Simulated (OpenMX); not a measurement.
A run of OpenMX 3.8.5:

BaTiO3.dat

```
System.CurrrentDirectory             ./
System.Name                          BaTiO3
DATA.PATH                            ./DFT_DATA13
level.of.stdout                      1
level.of.fileout                     0
Species.Number                       3
<Definition.of.Atomic.Species
  Ba  Ba10.0-s3p2d2f1        Ba_PBE13
  Ti  Ti7.0-s3p2d2f1         Ti_PBE13
  O   O6.0-s3p2d2            O_PBE13
Definition.of.Atomic.Species>

Atoms.Number                         5
Atoms.SpeciesAndCoordinates.Unit     FRAC
<Atoms.SpeciesAndCoordinates
    1  Ba    0.0000000000    0.0000000000    0.0000000000   5.000  5.000
    2  Ti    0.5000000000    0.5000000000    0.4900000000   6.000  6.000
    3  O     0.0000000000    0.5000000000    0.5170000000   3.000  3.000
    4  O     0.5000000000    0.0000000000    0.5170000000   3.000  3.000
    5  O     0.5000000000    0.5000000000    0.0190000000   3.000  3.000
Atoms.SpeciesAndCoordinates>

Atoms.UnitVectors.Unit               Ang
<Atoms.UnitVectors
     3.9998000000    0.0000000000    0.0000000000
     0.0000000000    3.9998000000    0.0000000000
     0.0000000000    0.0000000000    4.0180000000
Atoms.UnitVectors>

scf.XcType                           GGA-PBE
scf.SpinPolarization                 off
scf.ElectronicTemperature            580.226
scf.energycutoff                     400.0
scf.maxIter                          100
scf.EigenvalueSolver                 band
scf.Kgrid                            7 7 7
scf.Mixing.Type                      rmm-diisk
scf.Init.Mixing.Weight               0.05
scf.Min.Mixing.Weight                0.001
scf.Max.Mixing.Weight                0.3
scf.Mixing.History                   25
scf.Mixing.StartPulay                8
scf.criterion                        1.0e-8
scf.stress.tensor                    on
MD.Type                              nomd
Band.dispersion                      on
Band.Nkpath                          9
<Band.kpath
    6   0.000000  0.000000  0.000000    0.000000  0.500000  0.000000  G X
    6   0.000000  0.500000  0.000000    0.500000  0.500000  0.000000  X M
    9   0.500000  0.500000  0.000000    0.000000  0.000000  0.000000  M G
    6   0.000000  0.000000  0.000000    0.000000  0.000000  0.500000  G Z
    6   0.000000  0.000000  0.500000    0.000000  0.500000  0.500000  Z R
    6   0.000000  0.500000  0.500000    0.500000  0.500000  0.500000  R A
    9   0.500000  0.500000  0.500000    0.000000  0.000000  0.500000  A Z
    6   0.000000  0.500000  0.000000    0.000000  0.500000  0.500000  X R
    6   0.500000  0.500000  0.000000    0.500000  0.500000  0.500000  M A
Band.kpath>
```

Potentials or basis: OpenMX 2013 PBE set, Ba10.0-s3p2d2f1, Ti7.0-s3p2d2f1, O6.0-s3p2d2, grid cutoff 400 Ry.

Command:

```bash
$ openmx BaTiO3.dat -nt 1 > BaTiO3.std
```

Hardware: 1 thread of AMD EPYC 7R43 64-Core Processor (Zen 3), on a shared host.

How long does it take, and how much memory?

Wall time 13 min on 1 thread of AMD EPYC 7R43 64-Core Processor (Zen 3), on a shared host, peak memory 2.4 GiB. Counts: k points 172, basis 109, scf iterations 20.
